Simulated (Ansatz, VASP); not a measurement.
KNbO3 in VASP and in Ansatz

Contents of INCAR:

```
SYSTEM = KNbO3
PREC = Accurate ; ENCUT = 520
EDIFF = 1E-7 ; ISMEAR = -1
SIGMA = 0.05 ; LREAL = .False.
LASPH = .True. ; NELM = 80
ALGO = Normal ; ISIF = 2
LWAVE = .False. ; LCHARG = .False.
GGA = PE ; NBANDS = 28
```

File KPOINTS:

```
regular mesh
0
Gamma
  7 7 7
  0 0 0
```

Contents of POSCAR:

```
KNbO3
1.0
    4.0743728384      0.0000000000      0.0000000000
    0.0000000000      4.0743728384      0.0000000000
    0.0000000000      0.0000000000      4.1426868975
Nb K O
1 1 3
Direct
    0.5000000000      0.5000000000      0.5000000000
    0.0000000000      0.0000000000      0.0180000000
    0.0000000000      0.5000000000      0.5400000000
    0.5000000000      0.0000000000      0.5400000000
    0.5000000000      0.5000000000      0.0440000000
```

Contents of input.yaml:

```yaml
crystal:
  lattice:
    - [4.0743728384, 0.0, 0.0]
    - [0.0, 4.0743728384, 0.0]
    - [0.0, 0.0, 4.1426868975]
  atoms:
    - { symbol: Nb, position: [0.5, 0.5, 0.5] }
    - { symbol: K, position: [0.0, 0.0, 0.018] }
    - { symbol: O, position: [0.0, 0.5, 0.54] }
    - { symbol: O, position: [0.5, 0.0, 0.54] }
    - { symbol: O, position: [0.5, 0.5, 0.044] }
hamiltonian:
  xc: pbe
  pseudopotentials: { kind: paw }
kpoints:
  mp_grid: { grid: [7, 7, 7] }
scf:
  occupations: { method: fermi_dirac, width: 0.05 }
output:
  forces: true
  stress: true
  eigenvalues: true
```

Change from the starting cell: volume scaled by 1.06.

Alike in both runs: task single point; functional PBE; k mesh 7 × 7 × 7; occupations fermi-dirac, width 0.05 eV; no spin polarisation.

```csv
,VASP,Ansatz
version,VASP 6.6.1,Ansatz 0.2.0
potentials or method,"VASP PAW PBE potentials, release 64 (Nb_sv, K_sv, O)",Ansatz PAW
plane-wave cutoff (eV),520,420
valence electrons in the cell,40,40
```

Ansatz gave:

| Quantity | Value |
| --- | --- |
| gap on the k mesh at the Fermi level (eV) | 1.55 |
| least direct gap on the mesh (eV) | 2.28 |
| pressure (GPa) | -6.2 |
| largest component of the traceless stress (GPa) | 1.52 |
| rms of the force components (eV/Å) | 0.203 |

Q: What did VASP give for the same quantities?

A: gap on the k mesh at the Fermi level (eV): 1.53; least direct gap on the mesh (eV): 2.27; pressure (GPa): -6.3; largest component of the traceless stress (GPa): 1.54; rms of the force components (eV/Å): 0.200.

Atom by atom the forces differ by 0.006 eV/Å (rms over components). With one functional, cell and mesh, what is left measures potentials, basis and numerics.

Caveats: an odd mesh through Γ misses points on the zone boundary, where band edges often lie (VASP); odd divisions of the mesh miss points on the zone boundary, where band edges often lie, so the gap on the mesh can be too wide (Ansatz); the pressure holds a Pulay correction of +0.5 GPa for the finite cutoff (Ansatz).
